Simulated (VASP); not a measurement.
**AgCl in VASP 6.6.1, relaxation**

INCAR

```
PREC = Accurate
ENCUT = 600
EDIFF = 1E-7
IBRION = 2
ISMEAR = -1
LWAVE = .FALSE.
GGA = PE
NSW = 40
EDIFFG = -5E-3
LCHARG = .FALSE.
SIGMA = 0.02
NBANDS = 33
LASPH = .TRUE.
ISIF = 3
NELM = 120
PSTRESS = 100
LREAL = .FALSE.
```

KPOINTS

```
KPOINTS created by Atomic Simulation Environment
0
Gamma
8 8 8
0 0 0
```

POSCAR

```
Ag Cl
 1.0000000000000000
     0.0000000000000000    2.7242849802000002    2.7242849802000002
     2.7242849802000002    0.0000000000000000    2.7242849802000002
     2.7242849802000002    2.7242849802000002    0.0000000000000000
 Ag  Cl
   1   1
Cartesian
  0.0000000000000000  0.0000000000000000  0.0000000000000000
  1.3621424901000001  1.3621424901000001  1.3621424901000001
```

The recommended PBE PAW datasets give the neutral cell 18 valence electrons.

Command

```
mpirun -np 1 vasp_std
```

OSZICAR

```
N       E                     dE             d eps       ncg     rms          rms(c)
DAV:   1     0.140196261568E+03    0.14020E+03   -0.80084E+03  1914   0.559E+02
DAV:   2     0.238412203321E+01   -0.13781E+03   -0.11785E+03  2279   0.169E+02
DAV:   3    -0.488563683931E+01   -0.72698E+01   -0.71776E+01  2373   0.392E+01
DAV:   4    -0.492506627132E+01   -0.39429E-01   -0.39418E-01  2180   0.280E+00
DAV:   5    -0.492538699412E+01   -0.32072E-03   -0.32071E-03  2401   0.255E-01    0.118E+01
DAV:   6    -0.473088412709E+01    0.19450E+00   -0.71052E-02  2297   0.393E+00    0.804E+00
DAV:   7    -0.471979515990E+01    0.11089E-01   -0.47425E-02  2275   0.902E-01    0.268E+00
DAV:   8    -0.471947003324E+01    0.32513E-03   -0.21197E-03  2280   0.240E-01    0.250E-01
DAV:   9    -0.471944720525E+01    0.22828E-04   -0.43558E-04  2396   0.109E-01    0.475E-02
DAV:  10    -0.471949801530E+01   -0.50810E-04   -0.24194E-05  2165   0.288E-02    0.181E-02
...
DAV:   6    -0.519003911603E+01    0.19579E-07   -0.39781E-09   959   0.315E-04
  15 F= -.23566235E+01 E0= -.23566235E+01  d E =-.185102E-04
       N       E                     dE             d eps       ncg     rms          rms(c)
DAV:   1    -0.519201544014E+01   -0.19763E-02   -0.72741E-04  2071   0.169E-01    0.593E-02
DAV:   2    -0.519193935530E+01    0.76085E-04   -0.86019E-05  2032   0.748E-02    0.225E-02
DAV:   3    -0.519193392145E+01    0.54338E-05   -0.45216E-06  2250   0.103E-02    0.144E-02
DAV:   4    -0.519193244187E+01    0.14796E-05   -0.51872E-07  2171   0.286E-03    0.600E-03
DAV:   5    -0.519193163881E+01    0.80307E-06   -0.29670E-08  1949   0.147E-03    0.585E-04
DAV:   6    -0.519193160181E+01    0.36996E-07   -0.15307E-08   979   0.628E-04
  16 F= -.23566325E+01 E0= -.23566325E+01  d E =-.275180E-04
```

From OUTCAR

```
k-points           NKPTS =     29   k-points in BZ     NKDIM =     29   number of bands    NBANDS=     33

   NELECT =      18.0000    total number of electrons

   dimension x,y,z NGX =    32 NGY =   32 NGZ =   32
   dimension x,y,z NGXF=    64 NGYF=   64 NGZF=   64

  energy-cutoff  :      600.00
  volume of cell :       45.43
      direct lattice vectors                 reciprocal lattice vectors
     0.000000000  2.831999384  2.831999384    -0.176553711  0.176553711  0.176553711
     2.831999384  0.000000000  2.831999384     0.176553711 -0.176553711  0.176553711
     2.831999384  2.831999384 -0.000000000     0.176553711  0.176553711 -0.176553711

 k-points in reciprocal lattice and weights: KPOINTS created by Atomic Simulation Env
   0.00000000  0.00000000  0.00000000       0.002
   0.12500000  0.00000000  0.00000000       0.016
   0.25000000  0.00000000  0.00000000       0.016
   0.37500000  0.00000000  0.00000000       0.016
   0.50000000  0.00000000  0.00000000       0.008
   0.12500000  0.12500000  0.00000000       0.012
   0.25000000  0.12500000  0.00000000       0.047
   0.37500000  0.12500000  0.00000000       0.047
   ...

 E-fermi :   4.0183

 k-point     1 :       0.0000    0.0000    0.0000
  band No.  band energies     occupation
      1     -12.2786      2.00000
      2      -1.6126      2.00000
      3      -1.6126      2.00000
      4      -1.6126      2.00000
      5       0.8255      2.00000
      6       0.8255      2.00000
      7       3.6200      2.00000
      8       3.6200      2.00000
      9       3.6200      2.00000
     10       4.6780      0.00000
     11      11.5315      0.00000
     12      11.5315      0.00000
     13      11.5315      0.00000
     14      16.4003      0.00000
     15      16.4003      0.00000
     16      17.2616      0.00000
     17      18.3880      0.00000
     18      18.3880      0.00000
     19      18.3880      0.00000
     20      20.4967      0.00000
     21      28.1059      0.00000
     22      28.1059      0.00000
     23      28.1059      0.00000
     24      29.1494      0.00000
     25      29.1494      0.00000
     26      29.1494      0.00000
     27      31.9696      0.00000
     28      31.9696      0.00000
     29      31.9696      0.00000
     30      32.6333      0.00000
     31      32.6333      0.00000
     32      38.8109      0.00000
     33      41.6027      0.00000

 ...

  Total        2.8428201      2.8428201      2.8428201      0.0000000     -0.0000000      0.0000000
  in kB      100.2652654    100.2652654    100.2652654      0.0000000     -0.0000000      0.0000000
  external PRESSURE =       0.2652654 kB  Pullay stress =     100.0000000 kB

 POSITION                                       TOTAL-FORCE (eV/Angst)
 -----------------------------------------------------------------------------------
      2.83200      2.83200     -0.00000         0.000000      0.000000      0.000000
      1.41600      1.41600      1.41600        -0.000000     -0.000000     -0.000000
 -----------------------------------------------------------------------------------
    total drift:                                0.000000      0.000000      0.000000

  FREE ENERGIE OF THE ION-ELECTRON SYSTEM (eV)
  ---------------------------------------------------
  free  energy   TOTEN  =        -5.1919316018 eV

  energy  without entropy=       -5.1919316018  energy(sigma->0) =       -5.19193160
```

```
ionic step  ΔH (meV/atom)  volume (Å³)  largest force (eV/Å)  pressure (GPa)  electronic steps
         1            0.0        40.44                 0.000           21.46                13
         2          -43.3        49.51                 0.000            4.56                12
         3          -80.5        45.46                 0.000            9.96                10
         4          -80.5        45.36                 0.000           10.14                 7
         5          -80.5        45.36                 0.000           10.14                 3
         6          -80.5        45.37                 0.000           10.13                 6
         7          -80.5        45.37                 0.000           10.13                 2
        10          -80.5        45.37                 0.000           10.13                 2
        11          -80.5        45.37                 0.000           10.13                 2
        12          -80.5        45.37                 0.000           10.12                 3
        13          -80.5        45.37                 0.000           10.11                 5
        14          -80.5        45.38                 0.000           10.10                 6
        15          -80.5        45.40                 0.000           10.08                 6
        16          -80.5        45.43                 0.000           10.03                 6
```

It converged. Results: relaxed cell vector lengths 4.005, 4.005, 4.005 Å; relaxed cell volume 45.43 Å³.

 The volume moved far on the plane waves of the start cell, so a restart from CONTCAR is due.

For comparison, a separate PBE relaxation on usual settings, not on those above, ends at 55.49 Å³.

The run above took about 4.2 min on one core of a shared host (Intel Xeon Platinum 8488C) and held 0.21 GiB at most.
